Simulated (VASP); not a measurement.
Wanted: the native input for a VASP 6.6.1 run.

- Task: single point
- Functional: LDA
- Potentials or basis: VASP PAW LDA potentials, release 64 (Ge_d)
- Cutoff: 350 eV
- k mesh: 6 × 6 × 6
- Occupations: gaussian, width 0.02 eV
- Spin: no spin polarisation
- Further INCAR settings: ALGO = Normal; EDIFF = 1e-07

The structure of Ge lies in POSCAR:

```
Ge                                      
1.0
    0.0000000000      2.8659002798      2.8659002798
    2.8659002798      0.0000000000      2.8659002798
    2.8659002798      2.8659002798      0.0000000000
  Ge            
     2
Direct
     0.0000000000000000    0.0000000000000000    0.0000000000000000
     0.2500000000000000    0.2500000000000000    0.2500000000000000
```

The cell isn't the ideal one: a relaxed cell with its volume scaled by 1.06.

The input as run:

INCAR

```
SYSTEM = Ge
  PREC = Accurate
  ENCUT = 350
  EDIFF = 1E-7
  ISMEAR = 0
  SIGMA = 0.02
  LREAL = .FALSE.
  LASPH = .TRUE.
  NELM = 60
  ALGO = Normal
  ISIF = 2
  LWAVE = .FALSE.
  LCHARG = .FALSE.
  GGA = CA
```

KPOINTS

```
Automatic mesh
0
G
  6 6 6
  0 0 0
```

Potentials or basis: VASP PAW LDA potentials, release 64 (Ge_d).

Command:

```sh
$ cat potpaw_LDA.64/Ge_d/POTCAR > POTCAR
$ mpirun -np 1 vasp_std > vasp.out
```

It gave:

* Band gap on the k mesh: none (metal or under the smearing width)

Wall time 8.3 s on 1 thread of AMD EPYC 7R13 Processor (Zen 3), on a shared host, peak memory 0.1 GiB.
